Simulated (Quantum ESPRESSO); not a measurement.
## BaZrO3: phonons with AM05

Crystal: BaZrO3.

```
Ba Zr O
1.0
     4.19134    0.00000    0.00000
     0.00000    4.19134    0.00000
     0.00000    0.00000    4.19134
Ba Zr O
1 1 3
Direct
  0.00000 0.00000 0.00000
  0.50000 0.50000 0.50000
  0.50000 0.50000 0.00000
  0.50000 0.00000 0.50000
  0.00000 0.50000 0.50000
```

* Program: Quantum ESPRESSO 7.5
* Task: phonons
* Functional: AM05
* Potentials or basis: GBRV 1.5 PBE
* Cutoff: 612 eV
* Density cutoff: 4898 eV
* k mesh: 2 × 2 × 2, shifted
* Occupations: fermi-dirac, width 0.05 eV
* Spin: no spin polarisation
* Mixing beta: 0.5
* Most SCF iterations: 120
* SCF threshold: 1e-09 Ry

The relaxed volume is 14.72 Å³/atom. The relaxed cell is a = 4.191 Å, b = 4.191 Å, c = 4.191 Å, α = 90.00°, β = 90.00°, γ = 90.00°, the space group after relaxing (to 0.05 Å) is Pm-3m (No. 221) and the pressure after relaxing is 0.0 GPa. The electronic dielectric tensor (diagonal) is 4.75, the born charges (mean of the diagonal) is Ba +2.73; Zr +5.86; O -2.56 e and the highest phonon frequency at Γ, LO-TO splitting left out is 502 cm⁻¹. The static dielectric tensor (diagonal) is 26.13.

Final structure:
```cif
data_structure
_symmetry_space_group_name_H-M 'P 1'
_symmetry_Int_Tables_number 1
_cell_length_a 4.1908
_cell_length_b 4.1908
_cell_length_c 4.1908
_cell_angle_alpha 90.000
_cell_angle_beta 90.000
_cell_angle_gamma 90.000
_cell_volume 73.60
loop_
_atom_site_label
_atom_site_type_symbol
_atom_site_fract_x
_atom_site_fract_y
_atom_site_fract_z
_atom_site_occupancy
Ba1 Ba 0.00000 0.00000 0.00000 1
Zr1 Zr 0.50000 0.50000 0.50000 1
O1 O 0.50000 0.50000 0.00000 1
O2 O 0.50000 0.00000 0.50000 1
O3 O 0.00000 0.50000 0.50000 1
```

Levels at points of the mesh, in eV from the valence-band top:
| k point | band 16 | band 17 | band 18 | band 19 | band 20 | band 21 | band 22 | band 23 |
| --- | --- | --- | --- | --- | --- | --- | --- | --- |
| (0.25, 0.25, 0.25) | -1.72 | -1.51 | -0.17 | -0.17 | 0.00 | 5.56 | 5.56 | 5.87 |

Phonon frequencies in cm⁻¹ (negative: imaginary):
| q point | frequencies |
| --- | --- |
| (0.000, 0.000, 0.000) | -8 -8 -8 98 98 98 287 287 287 323 323 323 502 502 502 |

Electronic dielectric tensor:
```
4.75 0.00 0.00
0.00 4.75 0.00
0.00 0.00 4.75
```

Born effective charge tensors (e):
atom 1, Ba
```
2.73 0.00 0.00
0.00 2.73 0.00
0.00 0.00 2.73
```
atom 2, Zr
```
5.86 0.00 0.00
0.00 5.86 0.00
0.00 0.00 5.86
```
atom 3, O
```
-2.15  0.00  0.00
 0.00 -2.15  0.00
 0.00  0.00 -3.37
```
atom 4, O
```
-2.15  0.00  0.00
 0.00 -3.37  0.00
 0.00  0.00 -2.15
```
atom 5, O
```
-3.37  0.00  0.00
 0.00 -2.15  0.00
 0.00  0.00 -2.15
```

Optical modes at Γ, degenerate ones joined, polar ones without the macroscopic field:
```
cm⁻¹  components  symmetry  active in  IR intensity, summed ((D/Å)²/amu)
  98           3       T1u         IR                              11.62
 287           3       T2u     silent                               0.00
 323           3       T1u         IR                              95.46
 502           3       T1u         IR                              22.32
```

Zone-centre frequencies without and with the macroscopic field along z (cm⁻¹):
```tsv
	optical modes in rising order
without	98 98 98 287 287 287 323 323 323 502 502 502
with the field	98 98 129 287 287 287 323 323 455 502 502 637
```

Static dielectric tensor, electrons and zone-centre modes:
```
26.13  0.00  0.00
 0.00 26.13  0.00
 0.00  0.00 26.13
```

Wall time 6 min on 1 thread of Arm Neoverse V1, on a shared host, peak memory 0.41 GiB.

Caveat: the k mesh is coarse (spacing up to 0.75 Å⁻¹), so the values aren't converged; the mesh is thin for the dielectric tensor, Born charges and intensities, which usually come out too large; the potentials were made for another functional, which shifts forces and pressure; the Born charges break their sum rule by 0.91 e, a sign of too thin a mesh. Spin-orbit coupling is left out, which matters for the levels of Ba.
